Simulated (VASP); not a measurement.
Input of a VASP 6.6.1 run:

Contents of INCAR:

```
  ALGO = Fast
  EDIFF = 1E-6
  ENCUT = 520
  GGA = PE
  ISIF = 2
  ISMEAR = 0
  LASPH = T
  LCHARG = F
  LREAL = F
  LWAVE = F
  NELM = 80
  PREC = Accurate
  SIGMA = 0.05
```

Contents of KPOINTS:

```
k-points
0
Gamma
  9 9 9
```

Contents of POSCAR:

```
Tl
1.0
    0.0000000000      2.4663412330      2.4663412330
    2.4663412330      0.0000000000      2.4663412330
    2.4663412330      2.4663412330      0.0000000000
Tl
1
Direct
    0.0000000000      0.0000000000      0.0000000000
```

Potentials or basis: VASP PAW PBE potentials, release 64 (Tl_d).

Launch:

```sh
$ cat potpaw_PBE.64/Tl_d/POTCAR > POTCAR
$ mpirun -np 1 vasp_std > vasp.out
```

Task: Predict the pressure.

Result: 1.2 GPa.

Task: Predict the band gap on the k mesh.

Result: None (metal or under the smearing width).

The run has no spin-orbit coupling, so splittings on Tl are missing.
